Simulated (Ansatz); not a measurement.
## SiO₂: which input changes reach the field gradients?

Cell: a COD entry (perhaps calculated rather than measured) whose atoms were relaxed with PBE, the cell held.

Space group I-42d (No. 122); a = 4.7481, c = 7.4880 Å.

```
site  Wyckoff  site symmetry       x       y       z
  Si       4a           -4..  0.0000  0.0000  0.0000
   O       8d            .2.  0.2500  0.6264  0.3750
```

One atom of each set is listed; the run and its k-mesh use a cell of 6 atoms with edges of 5.03, 5.03, 5.03 Å.

Reference run. Method: Kohn–Sham DFT in Ansatz, PBE, plane waves and PAW, scalar-relativistic, 420 eV cutoff, Γ-centred 6×6×6 k-points, Fermi–Dirac smearing 0.02 eV.

It gives V_zz (10²¹ V/m²) O 8.97 (η 0.34), Si -0.57 (η 0.00). Each of these runs changes the input as listed (caps on SCF iterations aside):

A. scf.mixing.algorithm: not typed → broyden; scf.mixing.beta: not typed → 0.1; hamiltonian.pseudopotentials: {kind: paw} → {kind: paw, source: jth}
B. scf.lower_state_search: not typed → off; scf.occupations.method: fermi_dirac → methfessel_paxton; scf.occupations.width: 0.02 → 0.05

Question: How does each run end, and how far do the gradients move?

Answer: 

```csv
run,O V_zz (η),Si V_zz (η),"largest change of a gradient tensor, all atoms",note
A,8.74 (0.35),-0.61 (0.00),0.24,converged; another set of PAW files; cutoff taken 1380 eV
B,8.97 (0.34),-0.57 (0.00),0.00,converged
```

Run A moves them most, on O (V_zz from 8.97 to 8.74); against its own size the tensor moves most on Si among sites above 0.3 (by 0.04, V_zz from -0.57 to -0.61).

In run A the shift comes from hamiltonian.pseudopotentials: the other keys steer the path to self-consistency or leave the density as it is.
